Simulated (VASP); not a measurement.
**Ag: single point with PBE**

The system is Ag.

```
Ag
1.0
    -1.65160    1.65160    1.65160
     1.65160   -1.65160    1.65160
     1.65160    1.65160   -1.65160
Ag
1
Direct
  0.00000 0.00000 0.00000
```

The cell was built by a generator and needn't be a form met in nature.

```
Program             : VASP 6.6.1
Task                : single point
Functional          : PBE
Potentials or basis : VASP PAW PBE potentials, release 64 (Ag)
Cutoff              : 520 eV
k mesh              : 18 × 18 × 18
Occupations         : gaussian, width 0.05 eV
Spin                : non-collinear spin, zero start, spin-orbit coupling
Starting moments    : [[0.0, 0.0, 0.0]] μB
```

```
Pressure                                              : -0.2 GPa
Net moment                                            : 0.00 μB per cell
Valence electrons inside the program's atomic spheres : Ag 9.83
```

Moments on the atoms (μB; x, y, z):
```
Ag  0.00 0.00 0.00
```

Run time: 66 s on 1 thread of Intel(R) Xeon(R) 6975P-C (Granite Rapids), with other jobs on the host, peak memory 0.27 GiB.
